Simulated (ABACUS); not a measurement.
Crystal: TePb.

```xyz
2
Lattice="-3.2310 0.0000 3.2310 0.0000 3.2310 3.2310 -3.2310 3.2310 0.0000" Properties=species:S:1:pos:R:3 pbc="T T T"
Pb    0.0000    0.0000    0.0000
Te   -3.2310    3.2310    3.2310
```

| Property | Result |
| --- | --- |
| Program | ABACUS 3.10.1 |
| Task | relaxation of cell and atoms |
| Functional | PBEsol |
| Potentials or basis | Ansatz NC PBE |
| Cutoff | 1361 eV |
| Density cutoff | 5442 eV |
| Basis | DZP LCAO (the cutoffs set its grid) |
| k mesh | 6 × 6 × 6 |
| Occupations | fermi-dirac, width 0.05 eV |
| Spin | no spin polarisation |

At the start: pressure 6.0 GPa; volume 33.73 Å³/atom.

Question: How do energy, volume and symmetry change on relaxing?

Answer: Over 12 steps the energy falls by 328.1 meV/atom and the volume is 59.82 Å³/atom (+77.3 %); space group Fm-3m (No. 225, to 0.05 Å).

Step by step:
| step | energy change (eV) | largest force (eV/Å) | pressure (GPa) | volume (Å³) |
| --- | --- | --- | --- | --- |
| 1 | 0.0000 | 0.0000 | 6.03 | 67.46 |
| 2 | -0.3205 | 0.0000 | 2.44 | 81.15 |
| 3 | -0.5053 | 0.0000 | 1.76 | 95.70 |
| 4 | -0.6199 | 0.0000 | -1.09 | 129.81 |
| 5 | -0.6452 | 0.0000 | 0.60 | 113.36 |
| 6 | -0.6480 | 0.0000 | 0.51 | 114.19 |
| 7 | -0.6544 | 0.0000 | 0.27 | 116.70 |
| 8 | -0.6541 | 0.0000 | -0.27 | 121.84 |
| 9 | -0.6553 | 0.0000 | -0.18 | 120.99 |
| 10 | -0.6559 | 0.0000 | -0.12 | 120.40 |
| 11 | -0.6560 | 0.0000 | -0.10 | 120.21 |
| 12 | -0.6561 | 0.0000 | -0.04 | 119.64 |

Final structure:
```cif
data_structure
_symmetry_space_group_name_H-M 'P 1'
_symmetry_Int_Tables_number 1
_cell_length_a 5.5309
_cell_length_b 5.5309
_cell_length_c 5.5309
_cell_angle_alpha 60.000
_cell_angle_beta 60.000
_cell_angle_gamma 60.000
_cell_volume 119.64
loop_
_atom_site_label
_atom_site_type_symbol
_atom_site_fract_x
_atom_site_fract_y
_atom_site_fract_z
_atom_site_occupancy
Pb1 Pb 0.00000 0.00000 0.00000 1
Te1 Te 0.50000 0.50000 0.50000 1
```

Caveat: the atomic orbitals were generated for these runs and aren't a published set; the volume moved by over 15 % at a fixed basis, so the end points are rough; the potentials were made for another functional, which shifts forces and pressure; the volume moved by +77 % from the deposited cell, more than functionals usually miss; the basis of atomic orbitals isn't converged, which shifts pressures, moduli and gaps.
